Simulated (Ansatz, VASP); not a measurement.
## Sb in VASP and in Ansatz

```
CELL_PARAMETERS angstrom
3.16000 0.01580 0.01580
0.01580 3.16000 0.01580
0.01580 0.01580 3.16000
ATOMIC_POSITIONS crystal
Sb 0.00000 0.00000 0.00000
```

Change from the starting cell: equal xy, yz and zx shear strains of +1 %.

Alike in both runs: task single point; functional PBEsol; k mesh 13 × 13 × 13; occupations fermi-dirac, width 0.05 eV; no spin polarisation.

|  | VASP | Ansatz |
| --- | --- | --- |
| version | VASP 6.6.1 | Ansatz 0.2.0 |
| potentials or method | VASP PAW PBE potentials, release 64 (Sb), cutoff 520 eV | all-electron LAPW, scalar-relativistic |

```tsv
	VASP	Ansatz	Ansatz less VASP
pressure (GPa)	-4.9	-4.9	-0.03
largest component of the traceless stress (GPa)	0.15	0.15	+0.001
```

Ansatz ran all-electron here, so the differences hold the error of VASP's frozen core and of both bases.

Caveats: the PAW data sets were made with another functional, which shifts forces and pressure a little (VASP). Spin-orbit coupling is left out, which matters for the levels of Sb.
